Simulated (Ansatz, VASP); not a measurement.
**Sc: VASP beside Ansatz**

```xyz
1
Lattice="0.0000 2.2705 2.2705 2.2705 0.0000 2.2705 2.2705 2.2705 0.0000" Properties=species:S:1:pos:R:3 pbc="T T T"
Sc    0.0000    0.0000    0.0000
```

This isn't the form of Sc at room conditions, which is hcp.

Alike in both runs: task single point; functional LDA; k mesh 20 × 20 × 20; occupations gaussian, width 0.15 eV; no spin polarisation.

|  | VASP | Ansatz |
| --- | --- | --- |
| version | VASP 6.6.1 | Ansatz 0.2.0 |
| potentials or method | VASP PAW LDA potentials, release 64 (Sc_sv) | scalar-relativistic, plane waves, PAW |
| plane-wave cutoff (eV) | 520 | 420 |
| valence electrons in the cell | 11 | 11 |

```csv
,VASP,Ansatz,Ansatz less VASP
gap on the k mesh at the Fermi level (eV),none,none,-
pressure (GPa),-2.4,-2.4,-0.06
```

A gap of «none» marks a metal or a gap that the smearing closes.
